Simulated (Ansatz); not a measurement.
## MgSe (Fm-3m): volume and gaps against pressure

```
CELL_PARAMETERS angstrom
2.72550 2.72550 0.00000
-2.72550 2.72550 0.00000
0.00000 2.72550 2.72550
ATOMIC_POSITIONS crystal
Mg 0.00000 0.00000 0.00000
Se 0.50000 0.50000 0.00000
```

This is the zero-pressure cell under PBEsol. Cell and atoms are relaxed by PAW (default files of Ansatz 0.2.0, cutoff 420 eV, stress met within about 0.05 GPa) at each pressure, in this structure whether or not another phase would take over; P is the pressure reached, less that of this cell. Levels come from PBEsol, all-electron LAPW in Ansatz 0.2.0, with spin-orbit coupling; k mesh 8×8×8, fixed occupations, basis error target 0.5 meV/atom. Conduction levels are in eV over the valence top (at Γ), at fixed fractional wave vectors. Zone-centre phonons come from finite displacements by PAW, without the LO-TO term.

```
P (GPa)    V/V₀      X      Γ      L  T1u TO (cm⁻¹)
  -1.96  1.0331  1.585  2.153  3.534          170.3
   0.00  1.0000  1.634  2.362  3.572          188.8
   2.02  0.9710  1.679  2.559  3.606          205.4
   4.05  0.9457  1.718  2.744  3.636          220.2
   7.02  0.9137  1.769  2.995  3.675          239.5
  10.03       ?      ?      ?      ?              ?
  15.04  0.8473  1.878  3.592  3.754          282.3
```

**Question.** Fit the third-order Birch-Murnaghan equation to the rows shown.

**Answer.** With f = [(V₀/V)^(2/3) − 1]/2, the normalised pressure F = P/[3f(1 + 2f)^(5/2)] is 64.3 GPa at f = -0.0107, 64.8 GPa at f = 0.0099, 64.8 GPa at f = 0.0190, 64.9 GPa at f = 0.0310, 65.1 GPa at f = 0.0584. The line F = B₀[1 + (3/2)(B′ − 4)f] gives B₀ = 64.6 GPa and B′ = 4.1.

**Question.** What are the volume deformation potentials and pressure coefficients of these levels at zero pressure?

**Answer.** 

```csv
level,dE/dlnV (eV),dE/dP = −(dE/dlnV)/B₀ (meV/GPa),mean slope up to 2.0 GPa (meV/GPa)
X,-1.52,23.5,22.0
Γ,-6.57,101.7,97.7
L,-1.17,18.1,16.9
```

dE/dlnV is the slope of a cubic fit in ln V at V₀. The last column is read from two rows and shows how the slope bends with pressure.

**Question.** What mode Grüneisen parameters follow?

**Answer.** γ = −d ln ω/d ln V at V₀ from a quadratic fit in ln V: T1u 2.97.

**Question.** Fill the row at 10.03 GPa.

**Answer.** The fits give V/V₀ = 0.8860 and X = 1.814 eV. Computed: V/V₀ = 0.8860, X = 1.814, Γ = 3.232, L = 3.708, T1u TO (cm⁻¹) = 256.9.

Known limits: no other phase was computed; many crystals of this kind change structure within this range, and rows or crossings beyond such a change describe a metastable lattice; the frozen-core PAW files of the relaxations were fitted under PBE, their cores solved anew for this functional; semilocal gaps are low, and the spacing of valleys can be off by tenths of an eV; levels are read at fixed fractional k, so an edge that moves off these points is missed.
